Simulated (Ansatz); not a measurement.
Input of an Ansatz 0.2.0 run:

The input input.yaml:

```yaml
crystal:
  lattice:
    - [2.938, 0.0, 0.0]
    - [-1.469, 2.5443826363, 0.0]
    - [0.0, 0.0, 2.883]
  atoms:
    - { symbol: Ta, position: [0.0, 0.0, 0.5] }
    - { symbol: "N", position: [0.6666666667, 0.3333333333, 0.0] }
hamiltonian:
  xc: pbesol
  pseudopotentials: { kind: paw }
  hubbard: { sites: [{ species: Ta, l: d, u_eff: 6.0 }] }
kpoints:
  mp_grid: { grid: [10, 10, 9] }
scf:
  occupations: { method: fermi_dirac, width: 0.05 }
  n_extra_bands: 6
output:
  forces: true
  stress: true
  eigenvalues: true
  dos: { projected: true, de: 0.05, nscf_kmesh: { grid: [15, 15, 14] } }
  write_density: true
  write_potential: true
  elf: true
  volumetric_format: npy
```

Potentials or basis: Ansatz PAW.

Run with:

```bash
$ ansatz run input.yaml --threads 2 --pin off --max-ram 5632MiB --backend cpu --events-out ev --progress --plain --runs-dir out
```

(1) What does it give for the band gap on the k mesh?

(2) Predict the density of states at the Fermi level.

(3) Predict the pressure.

Answers

(1) none (metal or under the smearing width).

(2) 0.04 states/eV per cell.

(3) 1.1 GPa.

Caveat: the pressure holds a Pulay correction of +0.5 GPa for the finite cutoff; U without spin polarisation on a metal has little footing; the PAW data sets come from PBE, with cores solved anew for the run's functional, which leaves a small shift of forces and pressure.
